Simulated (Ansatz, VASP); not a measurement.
One calculation of Mo, two programs

The input INCAR:

```
PREC = Accurate
ENCUT = 520
EDIFF = 1E-6
ISMEAR = 0
SIGMA = 0.15
LREAL = False
LASPH = True
NELM = 100
ALGO = Fast
ISIF = 2
LWAVE = False
LCHARG = False
GGA = PS
NBANDS = 13
```

The input KPOINTS:

```
regular mesh
0
Gamma
  24 24 24
```

Contents of POSCAR:

```
Mo
1.0
    2.8794521958      0.0000000000      0.0000000000
   -1.4397260979      2.4936787506      0.0000000000
    0.0000000000      0.0000000000      2.4297692985
Mo
1
Direct
    0.0000000000      0.0000000000      0.5000000000
```

Input for Ansatz:

```yaml
crystal:
  lattice:
    - [2.8794521958, 0.0, 0.0]
    - [-1.4397260979, 2.4936787506, 0.0]
    - [0.0, 0.0, 2.4297692985]
  atoms:
    - { symbol: Mo, position: [0.0, 0.0, 0.5] }
basis:
  ecutwfc: 420
kpoints:
  mp_grid: { grid: [24, 24, 24] }
hamiltonian:
  xc: pbesol
scf:
  occupations: { method: gaussian, width: 0.15 }
output:
  forces: true
  stress: true
  eigenvalues: true
```

Change from the starting cell: strain +0.050 along x and y, -0.025 along z, atoms carried along.

Alike in both runs: task single point; functional PBEsol; k mesh 24 × 24 × 24; occupations gaussian, width 0.15 eV; no spin polarisation.

|  | VASP | Ansatz |
| --- | --- | --- |
| version | VASP 6.6.1 | Ansatz 0.2.0 |
| potentials or method | VASP PAW PBE potentials, release 64 (Mo_sv) | scalar-relativistic, plane waves, PAW |
| plane-wave cutoff (eV) | 520 | 420 |
| valence electrons in the cell | 14 | 14 |

VASP gave:

| Item | Value |
| --- | --- |
| gap on the k mesh at the Fermi level (eV) | none |
| pressure (GPa) | -11.7 |
| largest component of the traceless stress (GPa) | 9.85 |

**Question.** What did Ansatz give for the same quantities?

**Answer.** gap on the k mesh at the Fermi level (eV): none; pressure (GPa): -12.2; largest component of the traceless stress (GPa): 9.40.

A gap of «none» marks a metal or a gap that the smearing closes.

Caveats: the PAW data sets were made with another functional, which shifts forces and pressure a little (VASP).
